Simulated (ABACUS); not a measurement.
Runs of ABACUS 3.10.1 on Ge. It takes space group Fd-3m (No. 227, cubic). The conventional cell has a = 5.658 Å, b = 5.658 Å, c = 5.658 Å, α = 90.00°, β = 90.00°, γ = 90.00°. Ge (site symmetry -43m) is surrounded by 4 Ge at 2.45 Å. 

```csv
task,level,potentials or basis,spin,cell,k mesh,cutoff (eV),optimiser,force threshold,max steps,cell moves,SCF threshold on the density,mesh quality,gap on the mesh (eV),pressure (GPa),relaxed volume (Å³/atom)
relaxation of cell and atoms,r2SCAN,"SG15 ONCV 1.2 PBE, plane waves",off,relaxed,5 × 5 × 5,1238,ASE LBFGS,0.03 eV/Å,60,yes,1e-08,coarse,none,-0.1,22.23
single point,SCAN,"SG15 ONCV 1.2 PBE, DZP LCAO (the cutoffs set its grid)",off,as given,6 × 6 × 6,1361,-,-,-,-,1e-07,not flagged,0.20,-1.0,-
relaxation of cell and atoms,TASK,"SG15 ONCV 1.2 PBE, plane waves",off,relaxed,5 × 5 × 5,1238,cg,0.01 eV/Å,-,-,1e-08,coarse,none,0.0,(a)
single point,PBE,"GBRV ultrasoft 1.5 PBE, plane waves",off,as given,6 × 6 × 6,544,-,-,-,-,1e-08,not flagged,none,(b),-
```

Alike in all rows: smearing fermi-dirac 0.05 eV.

Q: Fill in the values left out.

A: (a) 126.87; (b) 3.7.

Caveats: some runs use coarse meshes; the potentials were made for another functional, which shifts forces and pressure (some runs); this crystal is a semiconductor, whose small gap the functional closes, so the metal is an error of the method (some runs); the atomic orbitals were generated for these runs and aren't a published set (some runs); the basis of atomic orbitals isn't converged, which shifts pressures, moduli and gaps (some runs); the volume moved by over 15 % at a fixed basis, so the end points are rough (some runs); the volume moved by +460 % from the deposited cell, more than functionals usually miss (some runs).

A k mesh can miss the band edges, and the runs leave out spin-orbit coupling on Ge.

A gap of «none» marks a metal or a gap under the smearing width.
